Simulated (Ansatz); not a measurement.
# Si: the cost of one run

Program: Ansatz 0.2.0. Level of theory: DFT PBE, scalar-relativistic, plane waves, PAW. These are calculated values, not measurements.

13 further runs of the same task are left out: 13 set aside as unsound or not needed.

## 1. The starting structure

Symmetry: I4/mmm, No. 139, tetragonal system. The conventional cell has a = 6.691 Å, b = 6.691 Å, c = 3.861 Å, α = 90.00°, β = 90.00°, γ = 90.00°. Si (site symmetry m2m) is surrounded by 4 Si at 2.36 to 2.39 Å.

As a file:

```
Si
1.0
    -3.34558    3.34558    1.93042
     3.34558   -3.34558    1.93042
     3.34558    3.34558   -1.93042
Si
4
Direct
  0.17861 0.17861 0.35722
  0.82139 0.82139 0.64278
  0.17861 0.82139 0.00000
  0.82139 0.17861 0.00000
```

It goes back to an entry of the Materials Project, which need not be the stable form.

This cell was relaxed beforehand with the same method: volume 21.61 Å³/atom, gap on the mesh 0.41 eV.

## 2. What is varied

The energy is mapped over a normal mode and a strain (zone-centre modes of the cell shown) (x along [1 0 0], y along [0 1 0], z along [0 0 1] of the conventional cell).

- amplitude of mode 4 (146 cm⁻¹), largest displacement in the unstrained cell: 11 values from −0.117 to 0.117 Å
- equal normal strain along x, y and z: 7 values from −2.50 to 2.50 %

Nothing else is relaxed (the pattern is fixed in fractional coordinates). Energies count from the relaxed high-symmetry cell. Points are written as (first, second).

The modes come from a phonon run on the reference cell, made beforehand.

Displacement patterns for an amplitude of 1 (Å):

```
atom     x1     y1      z1
 Si1  0.000  0.000   1.000
 Si2  0.000  0.000   1.000
 Si3  0.000  0.000  -1.000
 Si4  0.000  0.000  -1.000
```

## 3. Grid point (−0.117 Å, −0.83 %)

input.yaml

```yaml
crystal:
  lattice:
    - [-3.3178148769, 3.3178148769, 1.9143955111]
    - [3.3178148769, -3.3178148769, 1.9143955111]
    - [3.3178148769, 3.3178148769, -1.9143955111]
  atoms:
    - { symbol: Si, position: [0.1483061898, 0.1483061898, 0.3572210152] }
    - { symbol: Si, position: [0.7910851746, 0.7910851746, 0.6427789848] }
    - { symbol: Si, position: [0.2089148254, 0.8516938102, 0.0] }
    - { symbol: Si, position: [0.8516938102, 0.2089148254, 0.0] }
basis:
  ecutwfc: 420
kpoints:
  mp_grid: { grid: [10, 10, 10] }
hamiltonian:
  xc: pbe
  pseudopotentials: { kind: paw, azcp: { folder: soft_1 } }
scf:
  occupations: { method: gaussian, width: 0.05 }
output:
  forces: true
  stress: true
  eigenvalues: true
```

Started as:

```sh
> ansatz run input.yaml --threads 1 --pin off --max-ram 2048MiB --backend cpu --events-out ev --progress --plain --runs-dir out
```

What time and memory should one allow on 1 thread of Intel Xeon Platinum 8488C (Sapphire Rapids), shared host?

About 8.5 s, with a peak of 0.46 GiB.
